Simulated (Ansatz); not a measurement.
The system is Ni3Ge.

```xyz
4
Lattice="3.5303 0.0000 0.0000 0.0000 3.5303 0.0000 0.0000 0.0000 3.5303" Properties=species:S:1:pos:R:3 pbc="T T T"
Ge    0.0000    0.0000    0.0000
Ni    1.7652    1.7652    0.0000
Ni    0.0000    1.7652    1.7652
Ni    1.7652    0.0000    1.7652
```

The cell comes from a database or a generator and needn't be the stable form of this composition.

Base run:

```yaml
Program: Ansatz 0.2.0
Functional: PBEsol
Potentials_or_basis: all-electron LAPW, scalar-relativistic
Cutoff: 285 eV (chosen from the basis error)
Basis_error_allowed: 0.002 eV/atom
k_mesh: 8 × 8 × 8
Occupations: fermi-dirac, width 0.05 eV
Spin: collinear spin, ferromagnetic start
Starting_moments: "[0.0, 1.0, 1.0, 1.0] μB"
Hubbard_terms: Ni d U = 4 eV
```

Its results: band gap on the k mesh none (metal or under the smearing width); pressure -1.9 GPa; net moment 0.00 μB per cell.

Q: The run is repeated on the same cell with these changes: hubbard terms from Ni d U = 4 eV to none. What comes out?

A: Band gap on the k mesh none (metal or under the smearing width); pressure -0.9 GPa; net moment 0.00 μB per cell.

Caveats: the starting moments weren't kept; the magnetic state may not be the lowest (some runs); U is the effective U less J, on atomic orbitals that reach past the spheres (some runs); the U is typed as a test and isn't derived for this compound (some runs).
